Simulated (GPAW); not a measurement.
# BN (F-43m) in GPAW: notebook

The runs below take BN through one-shot levels of the hybrid HSE06, equation of state, band structure, with PBE, r2SCAN+D4, GLLB-SC.

Everything below comes from runs of GPAW 26.7.0. Logs are shortened: lines on timing, memory, paths and dates and some standing lists are left out, and cuts for length are marked. The log counts tension as positive stress, the text compression.

**The experiment to reproduce.**

A printed reference work, monograph reports, for a bulk crystal of BN at 300 K: band gap 6.4 eV (indirect).

How close the calculation comes is told below.

### 1 The crystal as given

Symmetry: F-43m, No. 216, cubic system. The conventional cell has a = 3.626 Å, b = 3.626 Å, c = 3.626 Å, α = 90.00°, β = 90.00°, γ = 90.00°. N (site symmetry -43m) is surrounded by 4 B at 1.57 Å. B (site symmetry -43m) is surrounded by 4 N at 1.57 Å.

The cell is a database's computed one.

### 2 One-shot levels of the hybrid HSE06, PBE

run.py reads:

```python
import numpy as np
import spglib
from ase import Atoms
from ase.dft.bandgap import bandgap
from ase.io import read, write
from ase.units import GPa
from gpaw import GPAW, PW
from gpaw.hybrids import NonSelfConsistentHybridXCCalculator
from gpaw.hybrids.energy import non_self_consistent_energy

atoms = read('BN.cif')
cell, positions, numbers = spglib.find_primitive(
    (atoms.cell[:], atoms.get_scaled_positions(), atoms.numbers), symprec=1e-4)
atoms = Atoms(numbers, cell=cell, scaled_positions=positions, pbc=True)

calc = GPAW(mode=PW(600),
            xc='PBE',
            kpts={'size': (8, 8, 8), 'gamma': True},
            occupations={'name': 'fermi-dirac', 'width': 0.05},
            nbands=13,
            convergence={'density': 1e-05, 'energy': 1e-05, 'bands': 9, 'eigenstates': 1e-07},
            maxiter=150,
            txt='gpaw.txt')
atoms.calc = calc
energy = atoms.get_potential_energy()
forces = atoms.get_forces()
stress = atoms.get_stress()
calc.write('gs.gpw')
write('result.traj', atoms)
print(f'Energy: {energy:.6f} eV')
print('Forces (eV/A):')
print(forces.round(4))
print('Stress (GPa):', (stress / GPa).round(3))
print('Fermi level:', round(calc.get_fermi_level(), 4), 'eV')
print(f'Gap: {bandgap(calc)[0]:.4f} eV, direct: {bandgap(calc, direct=True)[0]:.4f} eV')

for xc in ['HSE06', 'EXX', 'HSE03']:
    e = non_self_consistent_energy(calc, xc).sum()
    print(f'{xc} energy on these orbitals: {e:.6f} eV')
    nsc = NonSelfConsistentHybridXCCalculator.from_dft_calculation(
        calc.dft, xc, log=f'levels-{xc}.txt')
    dft_skn, hyb_skn = nsc.calculate(calc.dft.ibzwfs, 0, 9)
    np.savetxt(f'levels-{xc}.dat', hyb_skn.reshape((-1, hyb_skn.shape[-1])), fmt='%.4f')
```

BN.cif reads:

```cif
data_BN
_cell_length_a 3.62600200
_cell_length_b 3.62600200
_cell_length_c 3.62600200
_cell_angle_alpha 90.00000000
_cell_angle_beta 90.00000000
_cell_angle_gamma 90.00000000
_space_group_name_H-M_alt 'F-43m'
_space_group_name_Hall 'F -4 2 3'
_space_group_IT_number 216
loop_
_space_group_symop_operation_xyz
'x,y,z'
'y,-x,-z'
'-x,-y,z'
'-y,x,-z'
'x,-y,-z'
'y,x,z'
'-x,y,-z'
'-y,-x,z'
'z,x,y'
'-z,y,-x'
'z,-x,-y'
'-z,-y,x'
'-z,x,-y'
'z,y,x'
'-z,-x,y'
'z,-y,-x'
'y,z,x'
'-x,-z,y'
'-y,z,-x'
'x,-z,-y'
'-y,-z,x'
'x,z,y'
'y,-z,-x'
'-x,z,-y'
'x,y+1/2,z+1/2'
'y,-x+1/2,-z+1/2'
'-x,-y+1/2,z+1/2'
'-y,x+1/2,-z+1/2'
'x,-y+1/2,-z+1/2'
'y,x+1/2,z+1/2'
'-x,y+1/2,-z+1/2'
'-y,-x+1/2,z+1/2'
'z,x+1/2,y+1/2'
'-z,y+1/2,-x+1/2'
'z,-x+1/2,-y+1/2'
'-z,-y+1/2,x+1/2'
'-z,x+1/2,-y+1/2'
'z,y+1/2,x+1/2'
'-z,-x+1/2,y+1/2'
'z,-y+1/2,-x+1/2'
'y,z+1/2,x+1/2'
'-x,-z+1/2,y+1/2'
'-y,z+1/2,-x+1/2'
'x,-z+1/2,-y+1/2'
'-y,-z+1/2,x+1/2'
'x,z+1/2,y+1/2'
'y,-z+1/2,-x+1/2'
'-x,z+1/2,-y+1/2'
'x+1/2,y,z+1/2'
'y+1/2,-x,-z+1/2'
'-x+1/2,-y,z+1/2'
'-y+1/2,x,-z+1/2'
'x+1/2,-y,-z+1/2'
'y+1/2,x,z+1/2'
'-x+1/2,y,-z+1/2'
'-y+1/2,-x,z+1/2'
'z+1/2,x,y+1/2'
'-z+1/2,y,-x+1/2'
'z+1/2,-x,-y+1/2'
'-z+1/2,-y,x+1/2'
'-z+1/2,x,-y+1/2'
'z+1/2,y,x+1/2'
'-z+1/2,-x,y+1/2'
'z+1/2,-y,-x+1/2'
'y+1/2,z,x+1/2'
'-x+1/2,-z,y+1/2'
'-y+1/2,z,-x+1/2'
'x+1/2,-z,-y+1/2'
'-y+1/2,-z,x+1/2'
'x+1/2,z,y+1/2'
'y+1/2,-z,-x+1/2'
'-x+1/2,z,-y+1/2'
'x+1/2,y+1/2,z'
'y+1/2,-x+1/2,-z'
'-x+1/2,-y+1/2,z'
'-y+1/2,x+1/2,-z'
'x+1/2,-y+1/2,-z'
'y+1/2,x+1/2,z'
'-x+1/2,y+1/2,-z'
'-y+1/2,-x+1/2,z'
'z+1/2,x+1/2,y'
'-z+1/2,y+1/2,-x'
'z+1/2,-x+1/2,-y'
'-z+1/2,-y+1/2,x'
'-z+1/2,x+1/2,-y'
'z+1/2,y+1/2,x'
'-z+1/2,-x+1/2,y'
'z+1/2,-y+1/2,-x'
'y+1/2,z+1/2,x'
'-x+1/2,-z+1/2,y'
'-y+1/2,z+1/2,-x'
'x+1/2,-z+1/2,-y'
'-y+1/2,-z+1/2,x'
'x+1/2,z+1/2,y'
'y+1/2,-z+1/2,-x'
'-x+1/2,z+1/2,-y'
loop_
_atom_site_label
_atom_site_type_symbol
_atom_site_symmetry_multiplicity
_atom_site_Wyckoff_symbol
_atom_site_fract_x
_atom_site_fract_y
_atom_site_fract_z
_atom_site_occupancy
N1 N 4 d 0.2500000000 0.2500000000 0.7500000000 1
B1 B 4 a 0.0000000000 0.0000000000 0.0000000000 1
```

Potentials or basis: GPAW PAW data sets (gpaw-data 1.2.1), pw.

Started as:

```console
$ OMP_NUM_THREADS=1 python run.py
```

gpaw.txt:

```text
__  _  _
 | _ |_)|_||  |
 |__||  | ||/\| - 26.7.0

Input parameters:
  mode=PW(ecut=600.0),
  convergence={'density': 1e-05, 'energy': 1e-05, 'bands': 9, 'eigenstates': 1e-07},
  kpts=MonkhorstPack(size=(8, 8, 8), gamma=True),
  maxiter=150,
  nbands=13,
  occupations=Occupations(name='fermi-dirac', width=0.05),
  xc=XC(name='PBE')

Diagonalizing LCAO Hamiltonian
Converting LCAO to pw mode

                N

       B

Atoms  # Å, Bohr magnetons
|   | symbol |        x |        y |        z |    initial magnetic moments |
|---|--------|----------|----------|----------|-----------------------------|
| 0 |      N | 2.719501 | 2.719501 | 2.719501 | ( 0.0000,  0.0000,  0.0000) |
| 1 |      B | 0.000000 | 0.000000 | 0.000000 | ( 0.0000,  0.0000,  0.0000) |

Unit cell  # Å
| periodic |        x |        y |        z |  lengths |    angles |
|----------|----------|----------|----------|----------|-----------|
|      yes | 0.000000 | 1.813001 | 1.813001 | 2.563971 | 60.000000 |
|      yes | 1.813001 | 0.000000 | 1.813001 | 2.563971 | 60.000000 |
|      yes | 1.813001 | 1.813001 | 0.000000 | 2.563971 | 60.000000 |

Number of symmetries: 24
Symmetry operations  # r_c * U_cc + t_c -> r_c
|    | kind |            matrix            |
|----|------|------------------------------|
|  0 |  E   |  1, 0, 0,  0, 1, 0,  0, 0, 1 |
|  1 |  σ   |  1, 0, 0,  0, 0, 1,  0, 1, 0 |
|  2 |  σ   |  1, 0,-1,  0, 1,-1,  0, 0,-1 |
|  3 |  C3  |  1, 0,-1,  0, 0,-1,  0, 1,-1 |
|  4 |  C3  |  1,-1, 0,  0,-1, 1,  0,-1, 0 |
|  5 |  σ   |  1,-1, 0,  0,-1, 0,  0,-1, 1 |
|  6 |  σ   |  0, 1, 0,  1, 0, 0,  0, 0, 1 |
|  7 |  C3  |  0, 1, 0,  0, 0, 1,  1, 0, 0 |
|  8 |  C2  |  0, 1,-1,  1, 0,-1,  0, 0,-1 |
|  9 |  S4  |  0, 1,-1,  0, 0,-1,  1, 0,-1 |
| 10 |  C3  |  0, 0, 1,  1, 0, 0,  0, 1, 0 |
| 11 |  σ   |  0, 0, 1,  0, 1, 0,  1, 0, 0 |
| 12 |  S4  |  0, 0,-1,  1, 0,-1,  0, 1,-1 |
| 13 |  C3  |  0, 0,-1,  0, 1,-1,  1, 0,-1 |
| 14 |  S4  |  0,-1, 1,  1,-1, 0,  0,-1, 0 |
| 15 |  C2  |  0,-1, 1,  0,-1, 0,  1,-1, 0 |
| 16 |  C3  |  0,-1, 0,  1,-1, 0,  0,-1, 1 |
| 17 |  S4  |  0,-1, 0,  0,-1, 1,  1,-1, 0 |
| 18 |  S4  | -1, 1, 0, -1, 0, 1, -1, 0, 0 |
| 19 |  C3  | -1, 1, 0, -1, 0, 0, -1, 0, 1 |
| 20 |  C3  | -1, 0, 1, -1, 1, 0, -1, 0, 0 |
| 21 |  S4  | -1, 0, 1, -1, 0, 0, -1, 1, 0 |
| 22 |  σ   | -1, 0, 0, -1, 1, 0, -1, 0, 1 |
| 23 |  C2  | -1, 0, 0, -1, 0, 1, -1, 1, 0 |

BZ-sampling:
  Number of BZ points: 512
  Number of IBZ points: 29

  Monkhorst-Pack size: [8, 8, 8]
  Monkhorst-Pack shift: [0.0625, 0.0625, 0.0625]

K-points  # in reciprocal-cell coordinates
|     |                                coordinates |     weight |
|-----|--------------------------------------------|------------|
|   0 | (  0.00000000,   0.00000000,   0.00000000) | 0.00195312 |
|   1 | (  0.12500000,   0.12500000,   0.00000000) | 0.01171875 |
|   2 | (  0.12500000,   0.12500000,   0.12500000) | 0.01562500 |
|   3 | (  0.25000000,   0.12500000,   0.12500000) | 0.02343750 |
|   4 | (  0.25000000,   0.25000000,   0.00000000) | 0.01171875 |
|   5 | (  0.25000000,   0.25000000,   0.12500000) | 0.04687500 |
|   6 | (  0.25000000,   0.25000000,   0.25000000) | 0.01562500 |
|   7 | (  0.37500000,   0.25000000,  -0.37500000) | 0.04687500 |
|   8 | (  0.37500000,   0.25000000,   0.12500000) | 0.04687500 |
|   9 | (  0.37500000,   0.25000000,   0.25000000) | 0.04687500 |
| ... |                                            |            |
|  28 | (  0.50000000,   0.50000000,   0.50000000) | 0.00781250 |

Plane wave coefficients: 415
Cutoff: 600.0 eV

Spin-components: 1 (collinear spins)
Bands:           13
Projectors:      10
Spin-degeneracy: 2
Datatype:        complex128

Parallelization:
  kpt:    1
  domain: 1
  band:   1

Density:
  Valence electrons: 8.0
  Components: 1
  Grid points: [15 15 15]
  Charge: 0.0  # |e|

Potential:
  Grid points: [15 15 15]

species:
  N:
    name:    Nitrogen
    Z:       7.0
    valence: 5
    core:    2
    charge:  0.0  # [|e|]
    compensation charges:
      type: gauss
      rc: 0.18  # [Å]
      lmax: 2
    cutoffs:
      filter: 1.11  # [Å]
      core: 0.96  # [Å]
    projectors
    | kind |    occ | energy [eV] | rcut [Å] |
    |------|--------|-------------|----------|
    |   2s |  2.000 |     -18.583 |    0.603 |
    |   2p |  3.000 |      -7.089 |    0.529 |
    |    s |        |       8.629 |    0.603 |
    |    p |        |      20.123 |    0.529 |
    |    d |        |       0.000 |    0.577 |

    Using partial waves for N as LCAO basis

  B:
    name:    Boron
    Z:       5.0
    valence: 3
    core:    2
    charge:  0.0  # [|e|]
    compensation charges:
      type: gauss
      rc: 0.20  # [Å]
      lmax: 2
    cutoffs:
      filter: 1.14  # [Å]
      core: 1.38  # [Å]
    projectors
    | kind |    occ | energy [eV] | rcut [Å] |
    |------|--------|-------------|----------|
    |   2s |  2.000 |      -9.443 |    0.635 |
    |   2p |  1.000 |      -3.606 |    0.635 |
    |    s |        |      17.768 |    0.635 |
    |    p |        |      23.605 |    0.635 |
    |    d |        |       0.000 |    0.635 |

    Using partial waves for B as LCAO basis

Reference energy: -2151.211071  # eV

eigensolver:
  PPCG
  Converge bands: 9
  niter=2

density mixing:
  MSR1-Mixer
  Pratt-step length: 0.05
  Maximum mixing coefficient: 0.75
  Old densities: 10
  SVD Regularization: 0.005
  Good broyden scale: 1.0
  Trust region scale: 1.0
  Backstep threshold: 4.0
  History deletion threshold: 6.0
  Fourier metric: weight=20.0, sigma=0.015

occupation numbers:
  Fermi-Dirac:
    width: 0.0500  # eV

poisson solver:
  ecut: 4800.0  # eV

xc functional:
  name: PBE with 2 nearest neighbor stencil

convergence criteria:
- Maximum integral of absolute [dens]ity change: 1e-05 electrons / valence electron
- Maximum [total energy] change in last 3 cyles: 1e-05 eV / valence electron
- Maximum integral of absolute [eigenst]ate change: 1e-07 eV^2 / valence electron
maximum number of iterations: 150

SCF iterations
|iter     | |      energy | eigst |  dens |
|---------|-|-------------|-------|-------|
|iter:   1| |  -18.113548 | +1.92 |       |
|iter:   2| |  -17.947901 | +0.15 | -0.75 |
|iter:   3| |  -17.328672 | -1.00 | -0.79 |
|iter:   4| |  -17.320981 | -2.48 | -1.38 |
|iter:   5| |  -17.320623 | -3.25 | -1.83 |
|iter:   6| |  -17.320687 | -4.76 | -2.59 |
|iter:   7| |  -17.320687c| -6.41 | -3.55 |
|iter:   8| |  -17.320687c| -8.09c| -4.29 |
|iter:   9| |  -17.320687c| -8.41c| -5.41c|

Converged in 9 steps
Energy contributions relative to reference atoms: (reference = -2151.211071)

Energy contributions:
  Kinetic:          14.586075
  Coulomb:         -13.795407
  Zero:             -0.000189
  External:          0.000000
  Xc:              -18.111167
  Entropy:          -0.000000
  Spinorbit:         0.000000
  ----------------------------
  Free energy:     -17.320687
  Extrapolated:    -17.320687

dipole moment: (-3.825224, -3.825224, -3.825224)  # |e|*Ang

Fermi level: 12.171
Eigenvalues  # (at kpt = [0.000, 0.000, 0.000])
| band index |      eig [eV] | occ [0-2] |
|------------|---------------|-----------|
|          0 |       -10.185 |     2.000 |
|          1 |         9.961 |     2.000 |
|          2 |         9.961 |     2.000 |
|          3 |         9.961 |     2.000 |
|          4 |        18.744 |     0.000 |
|          5 |        18.744 |     0.000 |
|          6 |        18.744 |     0.000 |
|          7 |        20.144 |     0.000 |
|          8 |        34.548 |     0.000 |
|          9 |        37.583 |     0.000 |
|         10 |        37.604 |     0.000 |
|         11 |        38.223 |     0.000 |
|         12 |        38.223 |     0.000 |

Gap: 4.445 eV
Transition (v -> c):
  (s=0, k=0, n=3, [0.00, 0.00, 0.00]) -> (s=0, k=24, n=4, [0.50, 0.50, 0.00])
Direct/indirect transitions are different
Direct gap: 8.782 eV
Transition at: (s=0, k=0, n=3, [0.00, 0.00, 0.00])

Forces  # eV/Ang
|        x |        y |        z |
|----------|----------|----------|
|  0.00000 |  0.00000 |  0.00000 |  # N    0
| -0.00000 | -0.00000 | -0.00000 |  # B    1

Stress tensor  # eV/Ang^3
|         x |         y |         z |
|-----------|-----------|-----------|
|  0.078938 |  0.000000 | -0.000000 |
|  0.000000 |  0.078938 | -0.000000 |
| -0.000000 | -0.000000 |  0.078938 |

# Writing to gs.gpw (mode='')
```

It took 10 min on 1 thread of Arm Neoverse V1, shared host; peak memory 0.38 GiB.

What came out:

* Free energy: -17.3207 eV
* Pressure: -12.6 GPa
* Band gap on the k mesh: 4.44 eV, indirect (least direct gap 8.78 eV)
* Band gap of the one-shot hybrid: 5.85 eV
* Direct band gap of the one-shot hybrid: 10.55 eV

Levels at points of the mesh, in eV from the valence-band top:
```csv
k point,band 1,band 2,band 3,band 4,band 5,band 6,band 7,band 8,band 9
"(0.00, 0.00, 0.00)",-20.15,0.00,0.00,0.00,8.78,8.78,8.78,10.18,24.59
"(0.50, 0.50, 0.00)",-14.63,-8.86,-4.86,-4.86,4.44,9.18,17.82,17.82,20.67
"(0.50, 0.50, 0.50)",-15.98,-10.61,-1.91,-1.91,10.02,10.67,10.67,15.18,23.34
```

Band gaps from one-shot exact exchange on these states (eV): hse06 5.85, hf 13.16, hse03 5.93

Caveat: the k mesh is coarse; the cutoff is short for stress and forces, so pressures can be off by a GPa or more; energy and the plain gap are those of the semilocal run; the hybrids' values are one shot on its orbitals and mesh.

(Continued in part 2 of 2.)
